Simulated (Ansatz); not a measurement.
## Li: from a first guess to the relaxed fcc type

First guess:

```xyz
1
Lattice="0.0000 2.0117 2.0117 2.0117 0.0000 2.0117 2.0117 2.0117 0.0000" Properties=species:S:1:pos:R:3 pbc="T T T"
Li    0.0000    0.0000    0.0000
```

Level of theory: DFT, PBE, PAW with Ansatz's default frozen-core files, scalar-relativistic in Ansatz 0.2.0.

Cell and atoms relax within the symmetry of the start on a 17×17×17 k mesh with 0.08 eV Fermi–Dirac smearing.

The start is built from a prototype, known or not as a phase of this compound; the cutoff is 420 eV.

(1) What is the pressure of the first guess?

(2) What does it relax to?

(3) How much energy does the relaxation release?

## Answers

(1) 4.31 GPa.

(2) a = 4.323 Å, b = 4.323 Å, c = 4.323 Å, α = 90.00°, β = 90.00°, γ = 90.00° (conventional cell), 20.20 Å³ per atom:
Space group Fm-3m (No. 225). a = 4.323 Å, b = 4.323 Å, c = 4.323 Å, α = 90.00°, β = 90.00°, γ = 90.00°
```json
{"atom": "Li", "site": "4a", "symmetry": "m-3m", "x": "0.0000", "y": "0.0000", "z": "0.0000"}
```

(3) 45 meV/atom.
